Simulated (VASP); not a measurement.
# Si in VASP: further runs, part 2 of 2

VASP 6.6.1.

## 3. Single point, PBE+D3(BJ)

Contents of INCAR:

```
ALGO     = Normal         # electronic algorithm
DIPOL    = 0.5 0.5 0.385
EDIFF    = 1E-7           # SCF threshold, eV
ENCUT    = 520            # plane-wave cutoff, eV
GGA      = PE             # functional
IDIPOL   = 3            
ISIF     = 2              # what is computed and relaxed
ISMEAR   = 0              # smearing method
IVDW     = 12             # dispersion correction
LASPH    = T              # aspherical terms in the spheres
LCHARG   = F              # write CHGCAR
LDIPOL   = T            
LREAL    = F              # projectors in reciprocal space
LWAVE    = F              # write WAVECAR
NBANDS   = 16             # bands
NELM     = 100            # most SCF steps
PREC     = Accurate       # precision mode
SIGMA    = 0.1            # smearing width, eV
```

Contents of KPOINTS:

```
k-points
0
Gamma
  9 9 1
```

Contents of POSCAR:

```
Si
1.0
    3.8472023583      0.0000000000      0.0000000000
   -1.9236011791      3.3317749758      0.0000000000
    0.0000000000      0.0000000000     18.4446971457
Si
4
Direct
    0.3333333333      0.6666666667      0.2695814701
    0.6666666667      0.3333333333      0.2439725610
    0.0000000000      1.0000000000      0.5256089091
    0.3333333333      0.6666666667      0.5000000000
```

Potentials or basis: VASP PAW PBE potentials, release 64 (Si).

On the command line:

```sh
cat potpaw_PBE.64/Si/POTCAR > POTCAR
mpirun -np 1 vasp_std > vasp.out
```

OUTCAR:

```text
EDIFF = 1E-7
   ENCUT = 520
   GGA = PE
   ISIF = 2
   ISMEAR = 0
   IVDW = 12
   LASPH = T
   LREAL = F
   NELM = 100
   PREC = Accurate
 IVDW          = 12

 ion  position               nearest neighbor table
   1  0.333  0.667  0.270-   2 2.27   2 2.27   2 2.27
   2  0.667  0.333  0.244-   1 2.27   1 2.27   1 2.27
   3  0.000  0.000  0.526-   4 2.27   4 2.27   4 2.27
   4  0.333  0.667  0.500-   3 2.27   3 2.27   3 2.27

  LATTYP: Found a hexagonal cell.
 ALAT       =     3.8472023583
 C/A-ratio  =     4.7943142647
[... 425 lines left out ...]
  --------------------------------------------------------------------------------------
  -------------------------------------------------------------------------------------
  Total      -0.07478    -0.07478    -0.93872    -0.00000     0.00000     0.00000
  in kB      -0.50676    -0.50676    -6.36142    -0.00000     0.00000     0.00000
  external pressure =       -2.46 kB  Pullay stress =        0.00 kB

 VOLUME and BASIS-vectors are now :
 -----------------------------------------------------------------------------
  energy-cutoff  :      520.00
  volume of cell :      236.42
      direct lattice vectors                 reciprocal lattice vectors
     3.847202358  0.000000000  0.000000000     0.259929140  0.150070159  0.000000000
    -1.923601179  3.331774976  0.000000000     0.000000000  0.300140318  0.000000000
     0.000000000  0.000000000 18.444697146     0.000000000  0.000000000  0.054216125

 POSITION                                       TOTAL-FORCE (eV/Angst)
 -----------------------------------------------------------------------------------
     -0.00000      2.22118      4.97235        -0.000000      0.000000      0.167602
      1.92360      1.11059      4.50000        -0.000000     -0.000000      0.038841
      0.00000      0.00000      9.69470         0.000000      0.000000     -0.038841
     -0.00000      2.22118      9.22235         0.000000      0.000000     -0.167602
 -----------------------------------------------------------------------------------
    total drift:                               -0.000000      0.000000     -0.000001

  FREE ENERGIE OF THE ION-ELECTRON SYSTEM (eV)
  ---------------------------------------------------
  free  energy   TOTEN  =       -20.1055032081 eV

  energy  without entropy=      -20.1027170864  energy(sigma->0) =      -20.10411015

 vacuum level on the upper side and lower side of the slab         3.531         3.535
```

stdout:

```text
POSCAR found type information on POSCAR Si
 POSCAR found :  1 types and       4 ions
 scaLAPACK will be used
 LDA part: xc-table for (Slater+PW92), standard interpolation
 POSCAR, INCAR and KPOINTS ok, starting setup
 FFT: planning ... GRIDC
 FFT: planning ... GRID_SOFT
 FFT: planning ... GRID
 WAVECAR not read
 entering main loop
```

It took 60 s on 1 thread of Intel Xeon 6975P-C (Granite Rapids), shared host; peak memory 0.34 GiB.

Results:

```yaml
Free_energy: -20.1055 eV
Largest_force: 0.168 eV/Å
Band_gap_on_the_k_mesh: none (metal or under the smearing width)
Dispersion_energy_per_atom: -0.232 eV
```

Forces on the atoms (eV/Å):
```
Si   0.000  0.000  0.168
Si   0.000  0.000  0.039
Si   0.000  0.000 -0.039
Si   0.000  0.000 -0.168
```

Levels at points of the mesh, in eV from the Fermi level:
```csv
k point,band 6,band 7,band 8,band 9,band 10,band 11
"(0.00, 0.00, 0.00)",-1.19,-1.17,-1.17,2.03,2.09,2.17
```

## 4. Single point, PBE+D3(BJ) (upper layer slid by (2/6, 4/6) of the cell)

Contents of INCAR:

```
  PREC = Accurate
  ENCUT = 520
  EDIFF = 1E-6
  ISMEAR = 0
  SIGMA = 0.1
  LREAL = F
  LASPH = T
  NELM = 60
  ALGO = Normal
  ISIF = 2
  LWAVE = F
  LCHARG = T
  LDIPOL = T
  IDIPOL = 3
  DIPOL = 0.5 0.5 0.385
  GGA = PE
  IVDW = 12
  LELF = T
  LVHAR = T
  LVACPOTAV = T
  NBANDS = 16
```

Contents of KPOINTS:

```
regular mesh
0
Gamma
  9 9 1
```

Edit POSCAR of step 3 so:

```diff
@@ -10,3 +10,3 @@
     0.6666666667      0.3333333333      0.2439725610
-    0.0000000000      1.0000000000      0.5256089091
-    0.3333333333      0.6666666667      0.5000000000
+    0.3333333333      1.6666666667      0.5256089091
+    0.6666666667      1.3333333333      0.5000000000
```

On the command line:

```sh
cat potpaw_PBE.64/Si/POTCAR > POTCAR
mpirun -np 1 vasp_std > vasp.out
```

Run time: 62 s. Hardware: 1 thread of Intel Xeon 6975P-C (Granite Rapids), shared host; peak memory 0.33 GiB.

Results (log left out):

```yaml
Free_energy: -20.0712 eV
Largest_force: 0.084 eV/Å
Band_gap_on_the_k_mesh: 0.49 eV, direct
Dispersion_energy_per_atom: -0.232 eV
Ionisation_potential_of_the_upper_face: 4.86 eV
```

Forces in eV/Å, atoms in the order of the input:
```
Si   0.000  0.000  0.084
Si   0.000  0.000  0.036
Si   0.000  0.000 -0.036
Si   0.000  0.000 -0.084
```

Levels at points of the mesh, in eV from the valence-band top:
```
           k point  band 5  band 6  band 7  band 8  band 9  band 10  band 11  band 12
(0.00, 0.00, 0.00)   -0.95   -0.95   -0.92   -0.92    2.26     2.33     2.47     3.27
```

## 5. Single point, PBE+D3(BJ) (upper layer slid by (4/6, 2/6) of the cell)

Contents of INCAR:

```
  PREC = Accurate
  ENCUT = 520
  EDIFF = 1E-6
  ISMEAR = 0
  SIGMA = 0.1
  LREAL = F
  LASPH = T
  NELM = 80
  ALGO = Fast
  ISIF = 2
  LWAVE = F
  LCHARG = F
  LDIPOL = T
  IDIPOL = 3
  DIPOL = 0.5 0.5 0.385
  GGA = PE
  IVDW = 12
  NBANDS = 16
```

KPOINTS is that of step 4.

Edit POSCAR of step 4 so:

```diff
@@ -10,3 +10,3 @@
     0.6666666667      0.3333333333      0.2439725610
-    0.3333333333      1.6666666667      0.5256089091
-    0.6666666667      1.3333333333      0.5000000000
+    0.6666666667      1.3333333333      0.5256089091
+    1.0000000000      1.0000000000      0.5000000000
```

Potentials or basis: VASP PAW PBE potentials, release 64 (Si).

On the command line:

```sh
cat potpaw_PBE.64/Si/POTCAR > POTCAR
mpirun -np 1 vasp_std > vasp.out
```

OUTCAR:

```text
PREC = Accurate
   ENCUT = 520
   EDIFF = 1E-6
   ISMEAR = 0
   LREAL = F
   LASPH = T
   NELM = 80
   ISIF = 2
   GGA = PE
   IVDW = 12
 IVDW          = 12

 ion  position               nearest neighbor table
   1  0.333  0.667  0.270-   2 2.27   2 2.27   2 2.27
   2  0.667  0.333  0.244-   1 2.27   1 2.27   1 2.27
   3  0.667  0.333  0.526-   4 2.27   4 2.27   4 2.27
   4  0.000  0.000  0.500-   3 2.27   3 2.27   3 2.27

  LATTYP: Found a hexagonal cell.
 ALAT       =     3.8472023583
 C/A-ratio  =     4.7943142647

  Lattice vectors:
[... 424 lines left out ...]
  --------------------------------------------------------------------------------------
  -------------------------------------------------------------------------------------
  Total      -0.13811    -0.13811    -0.71193    -0.00000     0.00000     0.00000
  in kB      -0.93593    -0.93593    -4.82453    -0.00000     0.00000     0.00000
  external pressure =       -2.23 kB  Pullay stress =        0.00 kB

 VOLUME and BASIS-vectors are now :
 -----------------------------------------------------------------------------
  energy-cutoff  :      520.00
  volume of cell :      236.42
      direct lattice vectors                 reciprocal lattice vectors
     3.847202358  0.000000000  0.000000000     0.259929140  0.150070159  0.000000000
    -1.923601179  3.331774976  0.000000000     0.000000000  0.300140318  0.000000000
     0.000000000  0.000000000 18.444697146     0.000000000  0.000000000  0.054216125

 POSITION                                       TOTAL-FORCE (eV/Angst)
 -----------------------------------------------------------------------------------
     -0.00000      2.22118      4.97235        -0.000000     -0.000000      0.097388
      1.92360      1.11059      4.50000        -0.000000     -0.000000      0.052804
      1.92360      1.11059      9.69470         0.000000      0.000000     -0.052804
      0.00000      0.00000      9.22235         0.000000      0.000000     -0.097388
 -----------------------------------------------------------------------------------
    total drift:                               -0.000000      0.000000     -0.000032

  FREE ENERGIE OF THE ION-ELECTRON SYSTEM (eV)
  ---------------------------------------------------
  free  energy   TOTEN  =       -20.0765724106 eV

  energy  without entropy=      -20.0734692441  energy(sigma->0) =      -20.07502083

 vacuum level on the upper side and lower side of the slab         3.515         3.518
```

OSZICAR:

```text
N       E                     dE             d eps       ncg     rms          rms(c)
DAV:   1     0.576440433759E+02    0.57644E+02   -0.47901E+03   384   0.705E+02
DAV:   2    -0.147875799451E+02   -0.72432E+02   -0.66243E+02   544   0.119E+02
DAV:   3    -0.196344891602E+02   -0.48469E+01   -0.47948E+01   536   0.307E+01
[... 12 lines left out ...]
RMM:  16    -0.191473870497E+02   -0.12488E-03   -0.13129E-05   496   0.162E-02    0.110E-02
RMM:  17    -0.191474519667E+02   -0.64917E-04   -0.85287E-06   454   0.116E-02    0.985E-03
RMM:  18    -0.191474612141E+02   -0.92473E-05   -0.19553E-06   412   0.595E-03    0.316E-03
RMM:  19    -0.191474627268E+02   -0.15127E-05   -0.44641E-07   360   0.333E-03    0.118E-03
RMM:  20    -0.191474630472E+02   -0.32041E-06   -0.99590E-08   286   0.196E-03
   1 F= -.20076572E+02 E0= -.20075021E+02  d E =-.310317E-02
```

stdout:

```text
POSCAR found type information on POSCAR Si
 POSCAR found :  1 types and       4 ions
 scaLAPACK will be used
 LDA part: xc-table for (Slater+PW92), standard interpolation
 POSCAR, INCAR and KPOINTS ok, starting setup
 FFT: planning ... GRIDC
 FFT: planning ... GRID_SOFT
 FFT: planning ... GRID
 WAVECAR not read
 entering main loop
```

It took 67 s on 1 thread of Intel Xeon 6975P-C (Granite Rapids), shared host; peak memory 0.33 GiB.

What came out:

- Free energy: -20.0766 eV
- Largest force: 0.097 eV/Å
- Band gap on the k mesh: none (metal or under the smearing width)
- Dispersion energy per atom: -0.232 eV

Forces in eV/Å, atoms in the order of the input:
```
Si   0.000  0.000  0.097
Si   0.000  0.000  0.053
Si   0.000  0.000 -0.053
Si   0.000  0.000 -0.097
```

## 6. The runs side by side

| cell | gap on the mesh (eV) | largest force (eV/Å) |
| --- | --- | --- |
| upper layer slid by (0/6, 3/6) of the cell | 0.37 | 0.10 |
| as given | none | 0.17 |
| upper layer slid by (2/6, 4/6) of the cell | 0.49 | 0.08 |
| upper layer slid by (4/6, 2/6) of the cell | none | 0.10 |

Alike in all rows: task single point; level PBE+D3(BJ); potentials or basis VASP PAW PBE potentials, release 64 (Si); no spin polarisation; k mesh 9 × 9 × 1; cutoff (eV) 520; smearing gaussian 0.1 eV.

Absolute energies hang on the potentials; compare differences alone.
